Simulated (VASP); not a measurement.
Write the native input for VASP 6.6.1 that does the following.

```
Task                   : relaxation of cell and atoms
Functional             : LDA
Potentials or basis    : VASP PAW LDA potentials, release 64 (Nb_sv)
Cutoff                 : 600 eV
k mesh                 : 16 × 16 × 16
Occupations            : methfessel-paxton, width 0.1 eV
Spin                   : no spin polarisation
Further INCAR settings : ALGO = Normal; EDIFF = 1e-07; IBRION = 2; EDIFFG = -0.005; NSW = 90; ISIF = 3
```

The structure of Nb lies in POSCAR:

```
Nb                                      
1.0
   -1.6231798551      1.6231798551      1.6231798551
    1.6231798551     -1.6231798551      1.6231798551
    1.6231798551      1.6231798551     -1.6231798551
  Nb            
     1
Direct
     0.0000000000000000    0.0000000000000000    0.0000000000000000
```

One way to write it, as run:

INCAR

```
SYSTEM = Nb
PREC = Accurate ; ENCUT = 600
EDIFF = 1E-7 ; ISMEAR = 1
SIGMA = 0.1 ; LREAL = .FALSE.
LASPH = .TRUE. ; NELM = 80
ALGO = Normal ; ISIF = 3
LWAVE = .FALSE. ; LCHARG = .FALSE.
GGA = CA ; IBRION = 2
NSW = 90 ; EDIFFG = -0.005
```

KPOINTS

```
Automatic mesh
0
G
  16 16 16
  0 0 0
```

Potentials or basis: VASP PAW LDA potentials, release 64 (Nb_sv).

Command:

```bash
$ cat potpaw_LDA.64/Nb_sv/POTCAR > POTCAR
$ mpirun -np 1 vasp_std > vasp.out
```

Results of the run:

* Relaxed volume: 17.10 Å³/atom
* Relaxed cell: a = 2.811 Å, b = 2.811 Å, c = 2.811 Å, α = 109.47°, β = 109.47°, γ = 109.47°
* Space group after relaxing (to 0.05 Å): Im-3m (No. 229)
* Energy gained by relaxing: 0.0 meV/atom
* Ionic steps: 3
* Pressure after relaxing: 0.0 GPa
* Band gap on the k mesh: none (metal or under the smearing width)

It took 18 s on 1 thread of Intel(R) Xeon(R) 6975P-C (Granite Rapids), with other jobs on the host, peak memory 0.14 GiB.
